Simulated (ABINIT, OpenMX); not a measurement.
**Au: programs and potentials compared**

```xyz
1
Lattice="0.0000 2.0350 2.0350 2.0350 0.0000 2.0350 2.0350 2.0350 0.0000" Properties=species:S:1:pos:R:3 pbc="T T T"
Au    0.0000    0.0000    0.0000
```

Alike in all runs: task band structure; functional PBE; k mesh 11 × 11 × 11; occupations fermi-dirac, width 0.05 eV; no spin polarisation; no spin-orbit coupling. Pressure is positive in compression and, in plane waves, holds the error of the finite cutoff.

| program and potentials | plane-wave cutoff (eV) | notes | pressure (GPa) |
| --- | --- | --- | --- |
| OpenMX, OpenMX 2013 PBE set, Au7.0-s3p2d2, grid cutoff 400 Ry | - | atomic basis; 17 valence electrons an atom on average | 16.69 |
| ABINIT, PseudoDojo NC SR PBE v0.4.1 standard | 1034 | 19 valence electrons an atom on average | 10.31 |
| ABINIT, Ansatz NC PBE | 1034 | 19 valence electrons an atom on average | 10.82 |
| ABINIT, JTH PAW PBE v2.0 | 680 | 11 valence electrons an atom on average | 11.04 |
| ABINIT, SG15 NC PBE v1.2 | 1034 | 19 valence electrons an atom on average | 10.91 |
| ABINIT, SPMS NC PBE v1.0 | 816 | 19 valence electrons an atom on average | ? |

**Question.** Estimate from the other rows what the run with ABINIT, SPMS NC PBE v1.0 gave.

**Answer.** Pressure 10.88 GPa. The other rows, which needn't bracket it: pressure 10.31 to 16.69.
